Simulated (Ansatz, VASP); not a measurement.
**Two plane-wave programs on ZnS**

```xyz
2
Lattice="0.0000 2.7046 2.7046 2.7046 0.0000 2.7046 2.7046 2.7046 0.0000" Properties=species:S:1:pos:R:3 pbc="T T T"
Zn    0.0000    0.0000   -0.4500
S     4.0570    4.0570    4.0570
```

Alike in both runs: task single point; functional PBE; k mesh 10 × 10 × 10; occupations gaussian, width 0.05 eV; no spin polarisation.

```csv
,VASP,Ansatz
version,VASP 6.6.1,Ansatz 0.2.0
potentials or method,"VASP PAW PBE potentials, release 64 (Zn, S)","scalar-relativistic, plane waves, PAW"
plane-wave cutoff (eV),520,420
valence electrons in the cell,18,18
```

Ansatz gave:

| Quantity | Value |
| --- | --- |
| gap on the k mesh at the Fermi level (eV) | 2.06 |
| least direct gap on the mesh (eV) | 2.06 |
| pressure (GPa) | 7.6 |
| largest component of the traceless stress (GPa) | 11.35 |
| rms of the force components (eV/Å) | 1.305 |

Q: Estimate VASP's values.

A: gap on the k mesh at the Fermi level (eV): 2.08; least direct gap on the mesh (eV): 2.08; pressure (GPa): 7.8; largest component of the traceless stress (GPa): 11.50; rms of the force components (eV/Å): 1.316.

Atom by atom the forces differ by 0.011 eV/Å (rms over components).

Caveats: forces of over 1 eV/Å show positions far from the minimum, so gaps and moduli don't describe the material at rest. A k mesh can miss the band edges.
